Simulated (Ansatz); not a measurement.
# TaInSe3 (model cell, started as cubic perovskite with Ta in the octahedra): following an unstable mode, part 2 of 3

Wanted: the energy along a soft mode of TaInSe3 (model cell, started as cubic perovskite with Ta in the octahedra) and the structure at the end.

Ansatz 0.2.0; DFT PBEsol, scalar-relativistic, plane waves, PAW.

So far, highest frequency on the path or at a solved wavevector (cm⁻¹): step 2 (phonons on a q mesh) 300. Also lowest frequency on the path (cm⁻¹): step 2 -71.4.

The structure was built from a prototype and need not be the compound's stable phase.

## Step 4: The mode frozen in, largest atomic shift 0.6 Å

The atoms are moved along the unstable eigenvector, the largest shift by 0.6 Å, with the cell fixed.

File input.yaml:

```yaml
crystal:
  lattice:
    - [5.019252156, 5.019252156, 0.0]
    - [5.019252156, 0.0, 5.019252156]
    - [5.019252156, 0.0, -5.019252156]
  atoms:
    - { symbol: In, position: [0.0, 0.0, 0.0] }
    - { symbol: In, position: [0.0, 0.5, 0.5] }
    - { symbol: Ta, position: [0.5, 0.25, 0.75] }
    - { symbol: Ta, position: [0.5, 0.75, 0.25] }
    - { symbol: Se, position: [0.5, -0.0597698603, 0.9402301397] }
    - { symbol: Se, position: [0.5, 0.5597698603, 0.5597698603] }
    - { symbol: Se, position: [0.0, 0.5, 0.0] }
    - { symbol: Se, position: [0.0, 0.0, 0.5] }
    - { symbol: Se, position: [0.5, 0.4402301397, 0.0597698603] }
    - { symbol: Se, position: [0.5, 0.0597698603, 0.4402301397] }
kpoints:
  mp_grid: { grid: [6, 6, 6] }
hamiltonian:
  xc: pbesol
scf:
  occupations: { method: methfessel_paxton, width: 0.15 }
output:
  forces: true
  stress: true
  eigenvalues: true
```

Launch:

```
> ansatz run input.yaml --threads 8 --pin off --max-ram 14336MiB --backend cpu --events-out ev --progress --plain --runs-dir out
```

Numbers of over 12 decimals in the logs are rounded to 6 here.

Log:

```text
[...]
Crystal: 10 atoms, lattice volume = 252.899 Å³
Basis set: ecut = 420 eV, 4957 PW (Γ), exchange–correlation on 96×96×96 points (8 copies of the dense FFT grid, shifted against one another)
Bands: 89, of which v1, the nominal top of the filled ones, is band 74 counted from 1 (73 counted from 0)
Symmetry: 16 space group operations
[...]
k-points: 30 of 216
[...]
k-point 0: bands = [... 70 lower, 8.3608, 8.4980, 8.4980, 8.7372, 8.8083, 9.3779, 9.3779, 9.8591, ... 11 higher]
  k-point 1: bands = [... 70 lower, 8.3605, 8.4084, 8.9527, 8.9598, 9.2409, 9.3738, 9.4108, 10.1624, ... 11 higher]
  k-point 2: bands = [... 70 lower, 8.3895, 8.4572, 8.5714, 8.5759, 9.6945, 9.8002, 10.1203, 10.3959, ... 11 higher]
  k-point 29: bands = [... 70 lower, 7.4016, 8.4691, 8.4691, 8.7584, 9.4642, 10.1054, 10.5750, 10.5750, ... 11 higher]
[key lines of the parts left out:]
SCF converged after 7 iterations
Free energy (F): -63213.110384 eV
Fermi energy:    9.142110 eV
P = ⅓ Tr σ = -2.7234 GPa (-27.234 kbar)
```

Run time: 17 s. Hardware: 8 threads of Arm Neoverse N1, shared host; peak memory 1.5 GiB; 85 s of CPU time.

This step gave:

```yaml
pressure: -2.723 GPa
energy_from_the_undistorted_cell: -59.48 meV/atom
```

The energy, extrapolated to zero smearing, is -59.48 meV/atom against the undistorted cell.

The run ends at a pressure of -2.72 GPa, with forces up to 0.16 eV/Å.

## Step 5: Energy along the mode, all amplitudes (two of the runs are shown above)

An imaginary frequency means negative curvature, so the energy should fall and then rise again as anharmonic terms take over.

This step gave:

* depth at the lowest point sampled: 59.48 meV/atom
* largest atomic shift at that point: 0.6 Å

Table of energy from the parent by largest atomic shift:

```
largest atomic shift (Å)  energy from the parent (meV/atom)
                   0.000                                  0
                   0.040                             -0.458
                   0.080                              -1.84
                   0.140                              -5.67
                   0.220                              -13.7
                   0.320                              -26.5
                   0.450                              -44.2
                   0.600                              -59.5
```

Displacement at unit largest shift by atom:

```
atom  x (Å)  y (Å)  z (Å)  size
 In1   0.00   0.00   0.00  0.00
 In2   0.00   0.00   0.00  0.00
 Ta3   0.00   0.00   0.00  0.00
 Ta4   0.00   0.00   0.00  0.00
 Se5  -1.00   0.00   0.00  1.00
 Se6   1.00   0.00   0.00  1.00
 Se7   0.00   0.00   0.00  0.00
 Se8   0.00   0.00   0.00  0.00
 Se9   0.00   0.00  -1.00  1.00
Se10   0.00   0.00   1.00  1.00
```

The lowest of the steps tried is the last one, at 0.6 Å, 59.5 meV/atom below the parent; the bottom of the well need not coincide with a step.

## Step 6: Relaxing from the distorted cell

Starting from the lowest point found, all atoms and the cell are let go, so that strain and other modes of the same symmetry can join in.

input.yaml: that of step 4 with these lines changed.

```diff
@@ -26 +26,6 @@
   eigenvalues: true
+relax:
+  adjacent_minimum: "off"
+  f_tol: 0.002
+  max_steps: 120
+  cell: { stress_tol: 0.03 }
```

Log:

```text
[...]
Crystal: 10 atoms, lattice volume = 252.899 Å³
Basis set: ecut = 420 eV, 4957 PW (Γ), exchange–correlation on 96×96×96 points (8 copies of the dense FFT grid, shifted against one another)
Bands: 89, of which v1, the nominal top of the filled ones, is band 74 counted from 1 (73 counted from 0)
Symmetry: 16 space group operations
[...]
k-points: 30 of 216
[...]
SCF iter   1: F=—  HF=-63213.125792 eV  |F-HF|=—  |Δ(HF+E_count)|=         —  Δρ=3.66e-3  dr2=5.89e-2  ethr=1.77e-3  ⟨swp⟩=6.7  Hψ=9572  notcnv=0  defer=2
[...]
SCF iter   7: F=-63213.110384 eV  HF=-63213.110385 eV  |F-HF|=5.62e-8  |Δ(HF+E_count)|=   1.95e-7  S|Δr|=    0.00e0  Δρ=3.15e-6  dr2=6.32e-8  ethr=6.76e-11  ⟨swp⟩=8.2  Hψ=12737  notcnv=0
SCF 1 converged in 7 iterations: F = -63213.110384 eV  dr2 = 6.32e-8
[...]
relax step   1: F+E_penalty+E_count = -63213.11038449 eV  Δ(F+E_penalty+E_count) = +0.000e0 eV  max|allowed force component| = 1.641e-1 eV/Å  Δτ_max = 0.0000 Å  P = -2.723 GPa  Ω = 252.899 Å³  (7 SCF iters, dr2 threshold 1.00e-7 eV, accepted)
Crystal: 10 atoms, lattice volume = 235.915 Å³
Basis set: ecut = 420 eV, 4645 PW (Γ), exchange–correlation on 96×96×96 points (8 copies of the dense FFT grid, shifted against one another)
[...]
SCF iter   7: F=-63213.379005 eV  HF=-63213.379006 eV  |F-HF|=3.02e-7  |Δ(HF+E_count)|=   1.82e-6  S|Δr|=    0.00e0  Δρ=1.25e-5  dr2=5.88e-7  ethr=6.76e-10  ⟨swp⟩=4.5  Hψ=12393  notcnv=0
SCF 2 converged in 7 iterations: F = -63213.379005 eV  dr2 = 5.88e-7
relax step   2: F+E_penalty+E_count = -63213.37900524 eV  Δ(F+E_penalty+E_count) = -2.686e-1 eV  max|allowed force component| = 2.545e-1 eV/Å  Δτ_max = 0.1197 Å  P = +1.378 GPa  Ω = 235.915 Å³  energy of the carried Pulay correction = +2.800e-3 eV  (7 SCF iters, dr2 threshold 1.00e-6 eV, accepted)
Crystal: 10 atoms, lattice volume = 233.996 Å³
Basis set: ecut = 420 eV, 4577 PW (Γ), exchange–correlation on 96×96×96 points (8 copies of the dense FFT grid, shifted against one another)
[...]
SCF iter   8: F=-63213.413613 eV  HF=-63213.413613 eV  |F-HF|=6.30e-7  |Δ(HF+E_count)|=   6.68e-7  S|Δr|=    0.00e0  Δρ=1.05e-5  dr2=6.69e-7  ethr=6.76e-10  ⟨swp⟩=6.8  Hψ=12190  notcnv=0
SCF 3 converged in 8 iterations: F = -63213.413613 eV  dr2 = 6.69e-7
relax step   3: F+E_penalty+E_count = -63213.41361280 eV  Δ(F+E_penalty+E_count) = -3.461e-2 eV  max|allowed force component| = 3.453e-1 eV/Å  Δτ_max = 0.1886 Å  P = +0.129 GPa  Ω = 233.996 Å³  energy of the carried Pulay correction = +3.129e-3 eV  (8 SCF iters, dr2 threshold 1.00e-6 eV, accepted)
[...]
relax step   4: F+E_penalty+E_count = -63213.45933892 eV  Δ(F+E_penalty+E_count) = -4.573e-2 eV  max|allowed force component| = 2.551e-2 eV/Å  Δτ_max = 0.0985 Å  P = -0.044 GPa  Ω = 237.117 Å³  energy of the carried Pulay correction = +2.596e-3 eV  (8 SCF iters, dr2 threshold 1.00e-6 eV, accepted)
[...]
relax step   5: F+E_penalty+E_count = -63213.46282303 eV  Δ(F+E_penalty+E_count) = -3.484e-3 eV  max|allowed force component| = 2.917e-3 eV/Å  Δτ_max = 0.0144 Å  P = +0.067 GPa  Ω = 236.378 Å³  energy of the carried Pulay correction = +2.722e-3 eV  (6 SCF iters, dr2 threshold 2.88e-7 eV, accepted)
[...]
relax step   6: F+E_penalty+E_count = -63213.46340491 eV  Δ(F+E_penalty+E_count) = -5.819e-4 eV  max|allowed force component| = 5.758e-3 eV/Å  Δτ_max = 0.0054 Å  P = +0.007 GPa  Ω = 236.392 Å³  energy of the carried Pulay correction = +2.719e-3 eV  (6 SCF iters, dr2 threshold 1.62e-7 eV, accepted)
[...]
relax step   7: F+E_penalty+E_count = -63213.46342116 eV  Δ(F+E_penalty+E_count) = -1.625e-5 eV  max|allowed force component| = 3.493e-4 eV/Å  Δτ_max = 0.0011 Å  P = +0.002 GPa  Ω = 236.436 Å³  energy of the carried Pulay correction = +2.712e-3 eV  (6 SCF iters, dr2 threshold 3.83e-9 eV, accepted)
[...]
SCF iter   8: F=-63213.461356 eV  HF=-63213.461356 eV  |F-HF|=1.46e-11  |Δ(HF+E_count)|=  2.18e-11  S|Δr|=    0.00e0  Δρ=3.17e-8  dr2=5.86e-12  ethr=1.00e-12  ⟨swp⟩=4.0  Hψ=8764  notcnv=0
SCF 8 converged in 8 iterations: F = -63213.461356 eV  dr2 = 5.86e-12
relax step   8: F+E_penalty+E_count = -63213.46135553 eV  Δ(F+E_penalty+E_count) = +2.066e-3 eV  max|allowed force component| = 3.324e-4 eV/Å  Δτ_max = 0.0000 Å  P = -0.003 GPa  Ω = 236.436 Å³  stress off target by 7.21e-3 GPa  SCF on the basis re-selected at this cell (its energy is not comparable with the rows above)  (8 SCF iters)
basis re-selected at this cell: Δ(F+E_penalty+E_count) = +2.066e-3 eV, ΔP = -0.005 GPa vs the last step (what re-selecting the basis moved, of the pressure what is left beyond the Pulay correction that the steps carried, after the strain that the cell walked since its last selection, with what the two solves' SCF thresholds leave and, on support functions, any second-order correction that the steps lacked; it is no m [...]
SCF converged after 8 iterations
[...]
Free energy (F): -63213.461356 eV
[...]
Internal energy: -63213.470244 eV  (E = F + TS)
E sigma→0 (E₀):  -63213.463578 eV
Entropy (-TS):   0.008889 eV (0.889 meV/atom)
Fermi energy:    10.179568 eV
[...]
--- Forces (eV/Å), atoms counted from 1 ---
  atom   1  In     0.00000000     0.00000000    -0.00000000
  atom   2  In     0.00000000    -0.00000000     0.00000000
  atom   3  Ta    -0.00000000     0.00000000    -0.00000000
  atom   4  Ta    -0.00000000     0.00000000    -0.00000000
  atom   5  Se     0.00033241     0.00000000     0.00000000
  atom   6  Se    -0.00033241    -0.00000000    -0.00000000
  atom   7  Se     0.00000000    -0.00000000     0.00000000
  atom   8  Se     0.00000000     0.00000000    -0.00000000
  atom   9  Se     0.00000000     0.00000000     0.00033241
  atom  10  Se     0.00000000    -0.00000000    -0.00033241
  max |Σ_I F_I| component: 1.39e-17 eV/Å
--- Stress (GPa, compression-positive) ---
       -0.007207      -0.000000       0.000000
       -0.000000       0.005704      -0.000000
        0.000000      -0.000000      -0.007207
  P = ⅓ Tr σ = -0.0029 GPa (-0.029 kbar)
--- Band table (eV; the first three rows and the last of 30) ---
  k-point 0: bands = [... 70 lower, 9.1518, 9.9156, 9.9696, 9.9696, 10.2840, 10.4323, 10.4323, 10.6722, ... 11 higher]
  k-point 1: bands = [... 70 lower, 9.2927, 9.5543, 9.7551, 9.9535, 10.3915, 10.6009, 10.6737, 11.1902, ... 11 higher]
  k-point 2: bands = [... 70 lower, 9.2567, 9.3552, 9.4610, 9.5038, 10.8021, 11.0572, 11.1796, 11.4871, ... 11 higher]
  k-point 29: bands = [... 70 lower, 8.0012, 9.9197, 9.9679, 9.9679, 10.6374, 10.8724, 11.7169, 11.7169, ... 11 higher]
--- Relaxed structure (7 steps of the walk, 7 accepted, 1 SCFs on fresh bases) ---
  F+E_penalty+E_count = -63213.46135553 eV   max|allowed force component| = 3.324e-4 eV/Å   (the final SCF, on the basis selected at the relaxed cell)
  cell:  # Å, volume = 236.4357 Å³
    - [4.790810, 5.150685, 0.0]
    - [4.790810, 0.0, 4.790810]
    - [4.790810, 0.0, -4.790810]
  atoms:
    - { symbol: In, position: [0, -1.6416661795004317e-19, 1.1232452807108248e-19] }
    - { symbol: In, position: [0, 0.5, 0.5] }
    - { symbol: Ta, position: [0.500000, 0.250000, 0.750000] }
    - { symbol: Ta, position: [0.500000, 0.750000, 0.250000] }
    - { symbol: Se, position: [0.500000, -0.082523, 0.917477] }
    - { symbol: Se, position: [0.500000, 0.582523, 0.582523] }
    - { symbol: Se, position: [0, 0.5, 0.0] }
    - { symbol: Se, position: [0, 0.0, 0.5] }
    - { symbol: Se, position: [0.500000, 0.417477, 0.082523] }
    - { symbol: Se, position: [0.500000, 0.082523, 0.417477] }
```

The job ended after 2.2 min (8 threads; peak memory 1.5 GiB; 13 min of CPU time).

The steps of the relaxation:

```
step  energy less that of the first step (eV)  largest force component (eV/Å)  pressure (GPa)  volume (Å³)
   1                                   0.0000                          0.1641           -2.72       252.90
   2                                  -0.2686                          0.2545            1.38       235.92
   3                                  -0.3032                          0.3453            0.13       234.00
   4                                  -0.3490                          0.0255           -0.04       237.12
   5                                  -0.3524                          0.0029            0.07       236.38
   6                                  -0.3530                          0.0058            0.01       236.39
   7                                  -0.3530                          0.0003            0.00       236.44
  8*                                  -0.3510                          0.0003            0.00       236.44
```

Relaxation steps marked * repeat the geometry before them on a plane-wave basis chosen anew for their cell, so energy and pressure can jump there.

The run keeps the 16 symmetry operations that it works with, so distortions that break them were not tested.

```
conventional cell, symmetrised  before   after  change
                         a (Å)   7.098   6.775  -4.6 %
                         b (Å)   7.098   6.775  -4.6 %
                         c (Å)  10.039  10.301  +2.6 %
              volume (Å³/atom)   25.29   23.64  -6.5 %
```

The atoms that moved most (Å, as changes of fractional coordinates times the final cell):

```
atom      dx     dy      dz  length
 Se6   0.218  0.000   0.000   0.218
Se10   0.000  0.000   0.218   0.218
 Se9   0.000  0.000  -0.218   0.218
 Se5  -0.218  0.000   0.000   0.218
```

This step gave:

- pressure: -0.002904 GPa
- volume per atom: 23.64 Å³

The distorted start has space group I4/mcm; the relaxation ends in I4/mcm.

(Part 2 of 3 ends here.)

[Logs are printed without paths, hosts, clocks, repeated set-up lines and the standing remarks that a program may print on its own settings, such as how far it seeks lower states.]

[Hosts, paths, dates, database ids (printed as entryN), source tags and the programs' standing remarks are cut or masked in the printed files.]
